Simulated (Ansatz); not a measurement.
The system is Pd.

```xyz
1
Lattice="0.0000 1.9465 1.9465 1.9465 0.0000 1.9465 1.9465 1.9465 0.0000" Properties=species:S:1:pos:R:3 pbc="T T T"
Pd    0.0000    0.0000    0.0000
```

Program: Ansatz 0.2.0. Alike in all runs: no spin polarisation; cell as given; k mesh 12 × 12 × 12; smearing fermi-dirac 0.05 eV.

Problem. Order these runs on this cell by their pressure, lowest first.
A. level PBE; potentials or basis Ansatz PAW; cutoff (eV) 350
B. level LDA; potentials or basis JTH PAW LDA; cutoff (eV) 1080; points for each segment of the path 14
C. level RPBE; potentials or basis Ansatz PAW; cutoff (eV) 420; points for each segment of the path 14

Solution. B (-7.5 GPa), A (6.9 GPa), C (11.7 GPa).

Caveats: the cutoff lies under the one recommended for these potentials (some runs); the PAW data sets come from PBE, with cores solved anew for the run's functional, which leaves a small shift of forces and pressure (some runs).
